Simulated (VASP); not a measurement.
Runs of VASP 6.6.1 on CdS. Symmetry: Fm-3m, No. 225, cubic system. The conventional cell has a = 5.506 Å, b = 5.506 Å, c = 5.506 Å, α = 90.00°, β = 90.00°, γ = 90.00°. Around Cd (site symmetry m-3m) lie 6 S at 2.75 Å. Around S (site symmetry m-3m) lie 6 Cd at 2.75 Å. Measurements of this composition are mostly on another form, of space group No. 186.

| cell | target pressure | other keys | gap on the mesh (eV) | pressure (GPa) |
| --- | --- | --- | --- | --- |
| relaxed to 30 GPa | 30 GPa | - | (a) | 30.0 |
| relaxed to 20 GPa | 20 GPa | - | 0.19 | 20.0 |
| relaxed to 10 GPa | 10 GPa | - | 0.23 | 10.0 |
| relaxed to 2 GPa | 2 GPa | - | 0.26 | 2.0 |
| relaxed to 5 GPa | 5 GPa | PSTRESS = 50; ALGO = VeryFast | 0.25 | 5.0 |
| relaxed | - | - | 0.26 | 0.0 |
| relaxed to 5 GPa | 5 GPa | - | 0.25 | 5.0 |

Alike in all rows: task relaxation of cell and atoms; level PBE; potentials or basis VASP PAW PBE potentials, release 64 (Cd, S); no spin polarisation; k mesh 8 × 8 × 8; cutoff (eV) 600; smearing fermi-dirac 0.05 eV.

Question: Estimate the missing entries.

Answer: (a) 0.14.

Caveats: the cell is relaxed towards a set pressure, so the enthalpy falls and the energy may rise (some runs).

A k mesh can miss the band edges, and the runs leave out spin-orbit coupling on Cd.
